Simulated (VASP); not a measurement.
# H (I4/mmm) in VASP: notebook

Runs on H. Level: PBE. Tasks: single point.

Everything below comes from runs of VASP 6.6.1. Logs are shortened: lines on timing, memory, paths and dates and some standing lists are left out, and cuts for length are marked.

## Step 1: The crystal as given

The structure is tetragonal, space group I4/mmm (No. 139). Conventional cell: a = 3.383 Å, b = 3.383 Å, c = 4.117 Å, α = 90.00°, β = 90.00°, γ = 90.00°. Around H (site symmetry 4mm) lie 1 H at 0.74 Å.

## Step 2: Single point, PBE

INCAR reads:

```
SYSTEM = H
  PREC = Accurate
  ENCUT = 300
  EDIFF = 1E-6
  ISMEAR = 0
  SIGMA = 0.05
  LREAL = .FALSE.
  LASPH = .TRUE.
  NELM = 100
  ALGO = Normal
  ISIF = 2
  LWAVE = .FALSE.
  LCHARG = .FALSE.
  GGA = PE
  ADDGRID = .FALSE.
```

KPOINTS reads:

```
Automatic mesh
0
G
  7 7 7
  0 0 0
```

POSCAR reads:

```
H
1.0
   -1.6915344700      1.6915344700      2.0584739900
    1.6915344700     -1.6915344700      2.0584739900
    1.6915344700      1.6915344700     -2.0584739900
H
2
Direct
    0.0961830000      0.0949540000      0.0224580000
    0.9170920000      0.8909110000      0.0100700000
```

Potentials or basis: VASP PAW PBE potentials, release 64 (H).

The run is started by

```console
cat potpaw_PBE.64/H/POTCAR > POTCAR
mpirun -np 1 vasp_std > vasp.out
```

OUTCAR:

```text
SYSTEM = H
   PREC = Accurate
   ENCUT = 300
   EDIFF = 1E-6
   ISMEAR = 0
   LREAL = .FALSE.
   LASPH = .TRUE.
   NELM = 100
   ISIF = 2
   GGA = PE

 Found    172 irreducible k-points:

 Following reciprocal coordinates:
            Coordinates               Weight
  0.000000  0.000000  0.000000      1.000000
  0.142857  0.000000  0.000000      2.000000
  0.000000  0.142857  0.000000      2.000000
  0.000000  0.142857 -0.142857      2.000000
  0.142857  0.000000 -0.142857      2.000000
  0.285714 -0.000000  0.000000      2.000000
   k-points           NKPTS =    172   k-points in BZ     NKDIM =    172   number of bands    NBANDS=      5
   number of dos      NEDOS =    301   number of ions     NIONS =      2
   total plane-waves  NPLWV =   5832
   dimension x,y,z NGX =    18 NGY =   18 NGZ =   18
   dimension x,y,z NGXF=    36 NGYF=   36 NGZF=   36
   ions per type =               2
   NGX,Y,Z   is equivalent  to a cutoff of   9.48,  9.48,  9.48 a.u.
   NGXF,Y,Z  is equivalent  to a cutoff of  18.96, 18.96, 18.96 a.u.
 SYSTEM =  H
   PREC   = accura    normal or accurate (medium, high low for compatibility)
   ISTART =      0    job   : 0-new  1-cont  2-samecut
   ICHARG =      2    charge: 1-file 2-atom 10-const
   ISPIN  =      1    spin polarized calculation?
   LNONCOLLINEAR =      F non collinear calculations
   LSORBIT =      F    spin-orbit coupling
   LASPH  =      T    aspherical Exc in radial PAW
   ENCUT  =  300.0 eV  22.05 Ry    4.70 a.u.   4.46  4.46  4.46*2*pi/ulx,y,z
   NELM   =    100;   NELMIN=  2; NELMDL= -5     # of ELM steps
   EDIFF  = 0.1E-05   stopping-criterion for ELM
   LREAL  =      F    real-space projection
   EDIFFG = 0.1E-04   stopping-criterion for IOM
   NSW    =      0    number of steps for IOM
   IBRION =     -1    ionic relax: 0-MD 1-quasi-New 2-CG
   NFREE  =      0    steps in history (QN), initial steepest desc. (CG)
   ISIF   =      2    stress and relaxation
   ISYM   =      2    0-nonsym 1-usesym 2-fastsym
   POTIM  = 0.5000    time-step for ionic-motion
   TEBEG  =    0.0;   TEEND  =   0.0 temperature during run
   PSTRESS=    0.0 pullay stress
   NELECT =       2.0000    total number of electrons
   NUPDOWN=      -1.0000    fix difference up-down
   EMIN   =  10.00;   EMAX   =-10.00  energy-range for DOS
   EFERMI =   0.00;   METHOD = LEGACY
   ISMEAR =     0;   SIGMA  =   0.05  broadening in eV -4-tet -1-fermi 0-gaus
   EFERMI_NEDOS =   21; number of points for ismear=-14 and -15
   IALGO  =     38    algorithm
   IMIX   =      4    mixing-type and parameters
     AMIX     =   0.40;   BMIX     =  1.00
     AMIX_MAG =   1.60;   BMIX_MAG =  1.00
  volume/ion in A,a.u.               =      11.78        79.49
  Fermi-wavevector in a.u.,A,eV,Ry     =   0.719497  1.359653  7.043413  0.517676
  Thomas-Fermi vector in A             =   1.808708
   LORBIT       =      0    0 simple, 1 ext, 2 COOP (PROOUT), +10 PAW based schemes
   GGA     = PE    functional components
   LHFCALC =     F    Hartree Fock is set to
   AEXX    =    0.0000 exact exchange contribution
   IVDW    =     0    specifies the selected vdW correction
   LEPSILON=     F    determine dielectric tensor
   LRPA    =     F    only Hartree local field effects (RPA)
 non-spin polarized calculation
 Gauss-broadening in eV      SIGMA  =   0.05
  energy-cutoff  :      300.00
  volume of cell :       23.56
 maximum number of plane-waves:       289
 NGX is ok and might be reduce to    18
   NGX =  9   NGY =  9   NGZ =  9

 number of electron       1.9999998 magnetization

 Free energy of the ion-electron system (eV)
  ---------------------------------------------------
  ext. energy  EPLUGINS =         0.00000000
  ---------------------------------------------------
  free energy    TOTEN  =        -6.73238823 eV

  energy without entropy =       -6.73238823  energy(sigma->0) =       -6.73238823

 E-fermi :  -7.7324     XC(G=0):  -5.3963

 val. band max:       -8.0183353419   @ k =  -0.4286   0.4286   0.4286
 cond. band min:       0.7336735387   @ k =   0.0000   0.4286  -0.0000
 fundamental gap:      8.7520088807
 Fermi energy:        -7.7324317215

 k-point     1 :       0.0000    0.0000    0.0000
  band No.  band energies     occupation
      1     -10.4226      2.00000
      2       5.5992      0.00000
      3       8.6499      0.00000
      4      15.3761      0.00000
      5      15.3874      0.00000

 k-point     2 :       0.1429    0.0000    0.0000
  band No.  band energies     occupation
      1     -10.1703      2.00000
      2       4.4793      0.00000
      3       9.0968      0.00000
      4      13.2699      0.00000
      5      14.1249      0.00000

 k-point     3 :       0.0000    0.1429    0.0000
  band No.  band energies     occupation
      1     -10.1650      2.00000
      2       4.3836      0.00000
      3       9.1978      0.00000
      4      13.4081      0.00000
      5      14.0979      0.00000

 k-point     4 :       0.0000    0.1429   -0.1429
  band No.  band energies     occupation
      1     -10.1676      2.00000
      2       4.4318      0.00000
      3       9.1456      0.00000
      4      13.3379      0.00000
      5      14.1117      0.00000

 k-point     5 :       0.1429    0.0000   -0.1429
  band No.  band energies     occupation
      1     -10.1728      2.00000
      2       4.5246      0.00000
      3       9.0519      0.00000
      4      13.2063      0.00000
      5      14.1381      0.00000

 k-point     6 :       0.2857   -0.0000    0.0000
  band No.  band energies     occupation
      1      -9.5344      2.00000
      2       2.4706      0.00000
      3       9.3555      0.00000
      4      11.0161      0.00000
      5      12.8759      0.00000

 [... further k-points ...]

------------------------ aborting loop because EDIFF is reached ----------------------------------------

  FORCE on cell =-STRESS in cart. coord.  units (eV):
  Direction    XX          YY          ZZ          XY          YZ          ZX
  --------------------------------------------------------------------------------------
  -------------------------------------------------------------------------------------
  Total       -0.2796390     -0.2762798     -0.6859140      0.0008072      0.0122685     -0.0366137
  in kB      -19.0169665    -18.7885203    -46.6458671      0.0548925      0.8343217     -2.4899274
  external PRESSURE =     -28.1504513 kB  Pullay stress =       0.0000000 kB

 VOLUME and BASIS-vectors are now :
 -----------------------------------------------------------------------------
  energy-cutoff  :      300.00
  volume of cell :       23.56
      direct lattice vectors                 reciprocal lattice vectors
    -1.691534470  1.691534470  2.058473990     0.000000000  0.295589602  0.242898381
     1.691534470 -1.691534470  2.058473990     0.295589602  0.000000000  0.242898381
     1.691534470  1.691534470 -2.058473990     0.295589602  0.295589602  0.000000000

 POSITION                                       TOTAL-FORCE (eV/Angst)
 -----------------------------------------------------------------------------------
      0.03591      0.04007      0.34722        -0.045224      0.015183     -0.492725
     -0.02725      0.06132      3.70100         0.045224     -0.015183      0.492725
 -----------------------------------------------------------------------------------
    total drift:                                0.000009      0.000007     -0.000009

  FREE ENERGIE OF THE ION-ELECTRON SYSTEM (eV)
  ---------------------------------------------------
  free  energy   TOTEN  =        -6.7323882346 eV

  energy  without entropy=       -6.7323882346  energy(sigma->0) =       -6.73238823
```

Run time: 4.4 s. Hardware: 1 thread of Intel Xeon Platinum 8488C (Sapphire Rapids), shared host; peak memory 0.11 GiB.

These settings aren't checked as converged: the numbers below hold their error.

Results:

| Property | Result |
| --- | --- |
| Free energy | -6.7324 eV |
| Pressure | -2.8 GPa |
| Largest force | 0.495 eV/Å |
| Band gap on the k mesh | 8.75 eV, indirect (least direct gap 9.50 eV) |

Caveat: the cutoff is under 1.25 times the usual one of these potentials, so pressure, stress and relaxed cells hold a basis-set (Pulay) error; an odd mesh through Γ misses points on the zone boundary, where band edges often lie.

## Step 3: Single point, PBE

Changes to INCAR since step 2:

```diff
@@ -2,3 +2,3 @@
   PREC = Accurate
-  ENCUT = 300
+  ENCUT = 400
   EDIFF = 1E-6
```

KPOINTS is that of step 2.

POSCAR reads:

```
H
1.0
   -1.6915344700      1.6915344700      2.0584739900
    1.6915344700     -1.6915344700      2.0584739900
    1.6915344700      1.6915344700     -2.0584739900
H
2
Direct
    0.0901377100      0.0901377100      0.0000000000
    0.9098622900      0.9098622900      0.0000000000
```

Potentials or basis: VASP PAW PBE potentials, release 64 (H).

The run is started by

```console
cat potpaw_PBE.64/H/POTCAR > POTCAR
mpirun -np 1 vasp_std > vasp.out
```

OUTCAR:

```text
SYSTEM = H
   PREC = Accurate
   ENCUT = 400
   EDIFF = 1E-6
   ISMEAR = 0
   LREAL = .FALSE.
   LASPH = .TRUE.
   NELM = 100
   ISIF = 2
   GGA = PE

 Found     40 irreducible k-points:

 Following reciprocal coordinates:
            Coordinates               Weight
  0.000000  0.000000  0.000000      1.000000
  0.142857  0.000000  0.000000      8.000000
  0.285714 -0.000000  0.000000      8.000000
  0.428571  0.000000 -0.000000      8.000000
  0.142857  0.142857  0.000000      8.000000
  0.285714  0.142857  0.000000     16.000000
   k-points           NKPTS =     40   k-points in BZ     NKDIM =     40   number of bands    NBANDS=      5
   number of dos      NEDOS =    301   number of ions     NIONS =      2
   total plane-waves  NPLWV =  13824
   dimension x,y,z NGX =    24 NGY =   24 NGZ =   24
   dimension x,y,z NGXF=    48 NGYF=   48 NGZF=   48
   ions per type =               2
   NGX,Y,Z   is equivalent  to a cutoff of  12.64, 12.64, 12.64 a.u.
   NGXF,Y,Z  is equivalent  to a cutoff of  25.29, 25.29, 25.29 a.u.
 SYSTEM =  H
   PREC   = accura    normal or accurate (medium, high low for compatibility)
   ISTART =      0    job   : 0-new  1-cont  2-samecut
   ICHARG =      2    charge: 1-file 2-atom 10-const
   ISPIN  =      1    spin polarized calculation?
   LNONCOLLINEAR =      F non collinear calculations
   LSORBIT =      F    spin-orbit coupling
   LASPH  =      T    aspherical Exc in radial PAW
   ENCUT  =  400.0 eV  29.40 Ry    5.42 a.u.   5.15  5.15  5.15*2*pi/ulx,y,z
   NELM   =    100;   NELMIN=  2; NELMDL= -5     # of ELM steps
   EDIFF  = 0.1E-05   stopping-criterion for ELM
   LREAL  =      F    real-space projection
   EDIFFG = 0.1E-04   stopping-criterion for IOM
   NSW    =      0    number of steps for IOM
   IBRION =     -1    ionic relax: 0-MD 1-quasi-New 2-CG
   NFREE  =      0    steps in history (QN), initial steepest desc. (CG)
   ISIF   =      2    stress and relaxation
   ISYM   =      2    0-nonsym 1-usesym 2-fastsym
   POTIM  = 0.5000    time-step for ionic-motion
   TEBEG  =    0.0;   TEEND  =   0.0 temperature during run
   PSTRESS=    0.0 pullay stress
   NELECT =       2.0000    total number of electrons
   NUPDOWN=      -1.0000    fix difference up-down
   EMIN   =  10.00;   EMAX   =-10.00  energy-range for DOS
   EFERMI =   0.00;   METHOD = LEGACY
   ISMEAR =     0;   SIGMA  =   0.05  broadening in eV -4-tet -1-fermi 0-gaus
   EFERMI_NEDOS =   21; number of points for ismear=-14 and -15
   IALGO  =     38    algorithm
   IMIX   =      4    mixing-type and parameters
     AMIX     =   0.40;   BMIX     =  1.00
     AMIX_MAG =   1.60;   BMIX_MAG =  1.00
  volume/ion in A,a.u.               =      11.78        79.49
  Fermi-wavevector in a.u.,A,eV,Ry     =   0.719497  1.359653  7.043413  0.517676
  Thomas-Fermi vector in A             =   1.808708
   LORBIT       =      0    0 simple, 1 ext, 2 COOP (PROOUT), +10 PAW based schemes
   GGA     = PE    functional components
   LHFCALC =     F    Hartree Fock is set to
   AEXX    =    0.0000 exact exchange contribution
   IVDW    =     0    specifies the selected vdW correction
   LEPSILON=     F    determine dielectric tensor
   LRPA    =     F    only Hartree local field effects (RPA)
 non-spin polarized calculation
 Gauss-broadening in eV      SIGMA  =   0.05
  energy-cutoff  :      400.00
  volume of cell :       23.56
 maximum number of plane-waves:       439
 NGX is ok and might be reduce to    24
   NGX = 11   NGY = 11   NGZ = 11

 number of electron       2.0000000 magnetization

 Free energy of the ion-electron system (eV)
  ---------------------------------------------------
  ext. energy  EPLUGINS =         0.00000000
  ---------------------------------------------------
  free energy    TOTEN  =        -6.76911872 eV

  energy without entropy =       -6.76911872  energy(sigma->0) =       -6.76911872

 E-fermi :  -8.0048     XC(G=0):  -5.3447

 val. band max:       -8.2136860081   @ k =  -0.4286   0.4286   0.4286
 cond. band min:       0.9988939717   @ k =   0.4286   0.0000  -0.0000
 fundamental gap:      9.2125799799
 Fermi energy:        -8.0048201096

 k-point     1 :       0.0000    0.0000    0.0000
  band No.  band energies     occupation
      1     -10.5201      2.00000
      2       5.4530      0.00000
      3       8.9389      0.00000
      4      15.3770      0.00000
      5      15.3770      0.00000

 k-point     2 :       0.1429    0.0000    0.0000
  band No.  band energies     occupation
      1     -10.2762      2.00000
      2       4.4014      0.00000
      3       9.3205      0.00000
      4      13.3302      0.00000
      5      14.1231      0.00000
[... 25 lines left out ...]
 k-point     6 :       0.2857    0.1429    0.0000
  band No.  band energies     occupation
      1      -9.2421      2.00000
      2       1.7030      0.00000
      3       7.8591      0.00000
      4      10.4787      0.00000
      5      13.1264      0.00000

 [... further k-points ...]

------------------------ aborting loop because EDIFF is reached ----------------------------------------

  FORCE on cell =-STRESS in cart. coord.  units (eV):
  Direction    XX          YY          ZZ          XY          YZ          ZX
  --------------------------------------------------------------------------------------
  -------------------------------------------------------------------------------------
  Total       -0.0661030     -0.0661030      0.1214342      0.0000000     -0.0000000      0.0000000
  in kB       -4.4953651     -4.4953651      8.2581839      0.0000000     -0.0000000      0.0000000
  external PRESSURE =      -0.2441821 kB  Pullay stress =       0.0000000 kB

 VOLUME and BASIS-vectors are now :
 -----------------------------------------------------------------------------
  energy-cutoff  :      400.00
  volume of cell :       23.56
      direct lattice vectors                 reciprocal lattice vectors
    -1.691534470  1.691534470  2.058473990     0.000000000  0.295589602  0.242898381
     1.691534470 -1.691534470  2.058473990     0.295589602  0.000000000  0.242898381
     1.691534470  1.691534470 -2.058473990     0.295589602  0.295589602  0.000000000

 POSITION                                       TOTAL-FORCE (eV/Angst)
 -----------------------------------------------------------------------------------
      0.00000      0.00000      0.37109         0.000000      0.000000      0.284808
      0.00000      0.00000      3.74586        -0.000000     -0.000000     -0.284808
 -----------------------------------------------------------------------------------
    total drift:                               -0.000000      0.000000      0.000000

  FREE ENERGIE OF THE ION-ELECTRON SYSTEM (eV)
  ---------------------------------------------------
  free  energy   TOTEN  =        -6.7691187221 eV

  energy  without entropy=       -6.7691187221  energy(sigma->0) =       -6.76911872
```

OSZICAR:

```text
N       E                     dE             d eps       ncg     rms          rms(c)
DAV:   1    -0.687583723944E+01   -0.68758E+01   -0.35500E+02   405   0.193E+02
DAV:   2    -0.733613844063E+01   -0.46030E+00   -0.46030E+00   555   0.175E+01
DAV:   3    -0.733693576077E+01   -0.79732E-03   -0.79732E-03   460   0.747E-01
DAV:   4    -0.733693716247E+01   -0.14017E-05   -0.14017E-05   525   0.306E-02
DAV:   5    -0.733693716502E+01   -0.25479E-08   -0.25479E-08   445   0.964E-04    0.446E+00
DAV:   6    -0.694901276818E+01    0.38792E+00   -0.20552E-01   420   0.214E+00    0.244E+00
DAV:   7    -0.676549801695E+01    0.18351E+00   -0.45626E-01   430   0.339E+00    0.282E-01
DAV:   8    -0.677010379752E+01   -0.46058E-02   -0.92622E-03   425   0.542E-01    0.177E-01
DAV:   9    -0.676910444824E+01    0.99935E-03   -0.23801E-03   410   0.260E-01    0.138E-02
DAV:  10    -0.676911381380E+01   -0.93656E-05   -0.38398E-05   440   0.508E-02    0.426E-03
DAV:  11    -0.676911839772E+01   -0.45839E-05   -0.40260E-06   445   0.167E-02    0.206E-03
DAV:  12    -0.676911872212E+01   -0.32440E-06   -0.74525E-08   300   0.210E-03
   1 F= -.67691187E+01 E0= -.67691187E+01  d E =-.868419E-11
```

stdout:

```text
POSCAR found type information on POSCAR H
 POSCAR found :  1 types and       2 ions
 scaLAPACK will be used
 LDA part: xc-table for (Slater+PW92), standard interpolation
 POSCAR, INCAR and KPOINTS ok, starting setup
 FFT: planning ... GRIDC
 FFT: planning ... GRID_SOFT
 FFT: planning ... GRID
 WAVECAR not read
 entering main loop
```

Run time: 2.3 s. Hardware: 1 thread of Intel Xeon Platinum 8488C (Sapphire Rapids), shared host; peak memory 0.12 GiB.

The run converged, but some of its settings lie outside the range that counts as converged, so its numbers aren't taken as properties of the crystal.

Results:

* Free energy: -6.7691 eV
* Pressure: 0.0 GPa
* Largest force: 0.285 eV/Å
* Band gap on the k mesh: 9.21 eV, indirect (least direct gap 9.98 eV)

Caveat: an odd mesh through Γ misses points on the zone boundary, where band edges often lie.

## Step 4: Single point, PBE

INCAR is that of step 3.

KPOINTS is that of step 3.

POSCAR reads:

```
H
1.0
   -1.6915344700      1.6915344700      2.0584739900
    1.6915344700     -1.6915344700      2.0584739900
    1.6915344700      1.6915344700     -2.0584739900
H
2
Direct
    0.0961830000      0.0949540000      0.0224580000
    0.9170920000      0.8909110000      0.0100700000
```

The run is started by

```console
cat potpaw_PBE.64/H/POTCAR > POTCAR
mpirun -np 1 vasp_std > vasp.out
```

Run time: 5.5 s. Hardware: 1 thread of Intel Xeon Platinum 8488C (Sapphire Rapids), shared host; peak memory 0.13 GiB.

These settings aren't checked as converged: the numbers below hold their error.

Results:

```yaml
Free_energy: -6.7661 eV
Pressure: -1.4 GPa
Largest_force: 0.508 eV/Å
Band_gap_on_the_k_mesh: 8.79 eV, indirect (least direct gap 9.54 eV)
```

Caveat: an odd mesh through Γ misses points on the zone boundary, where band edges often lie.

## Step 5: Single point, PBE

Changes to INCAR since step 4:

```diff
@@ -2,3 +2,3 @@
   PREC = Accurate
-  ENCUT = 400
+  ENCUT = 450
   EDIFF = 1E-6
```

KPOINTS is that of step 4.

POSCAR reads:

```
H
1.0
   -1.6915344700      1.6915344700      2.0584739900
    1.6915344700     -1.6915344700      2.0584739900
    1.6915344700      1.6915344700     -2.0584739900
H
2
Direct
    0.0901377100      0.0901377100      0.0000000000
    0.9098622900      0.9098622900      0.0000000000
```

The run is started by

```console
cat potpaw_PBE.64/H/POTCAR > POTCAR
mpirun -np 1 vasp_std > vasp.out
```

Run time: 2.4 s. Hardware: 1 thread of Intel Xeon Platinum 8488C (Sapphire Rapids), shared host; peak memory 0.12 GiB.

The run converged, but some of its settings lie outside the range that counts as converged, so its numbers aren't taken as properties of the crystal.

Results:

```
Free energy            : -6.7765 eV
Pressure               : 0.3 GPa
Largest force          : 0.275 eV/Å
Band gap on the k mesh : 9.21 eV, indirect (least direct gap 9.98 eV)
```

Caveat: an odd mesh through Γ misses points on the zone boundary, where band edges often lie.
